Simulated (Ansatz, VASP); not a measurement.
**One calculation of Te2Mo, two programs**

```
CELL_PARAMETERS angstrom
1.77341 1.02388 6.95424
-1.77341 1.02388 6.95424
0.00000 -2.04776 6.95424
ATOMIC_POSITIONS crystal
Mo 0.99995 0.99995 0.99995
Te 0.41904 0.41904 0.41904
Te 0.24767 0.24767 0.24767
```

Change from the starting cell: uniaxial_z strain -2.1%.

Alike in both runs: task single point; functional PBE; k mesh 8 × 8 × 8; occupations fermi-dirac, width 0.02 eV; no spin polarisation.

|  | VASP | Ansatz |
| --- | --- | --- |
| version | VASP 6.6.1 | Ansatz 0.2.0 |
| potentials or method | VASP PAW PBE potentials, release 64 (Mo_sv, Te) | plane waves, PAW |
| plane-wave cutoff (eV) | 520 | 420 |
| valence electrons in the cell | 26 | 46 |

Ansatz gave:

```
gap on the k mesh at the Fermi level (eV)       : 0.82
pressure (GPa)                                  : 2.5
largest component of the traceless stress (GPa) : 1.18
rms of the force components (eV/Å)              : 0.098
```

Estimate VASP's values.

gap on the k mesh at the Fermi level (eV): 0.81; pressure (GPa): 2.5; largest component of the traceless stress (GPa): 1.24; rms of the force components (eV/Å): 0.105.

Atom by atom the forces differ by 0.007 eV/Å (rms over components). The two sets of potentials don't hold the same shells in valence.

Caveats: spin-orbit coupling is left out, which moves the levels of the heavy elements. A k mesh can miss the band edges.
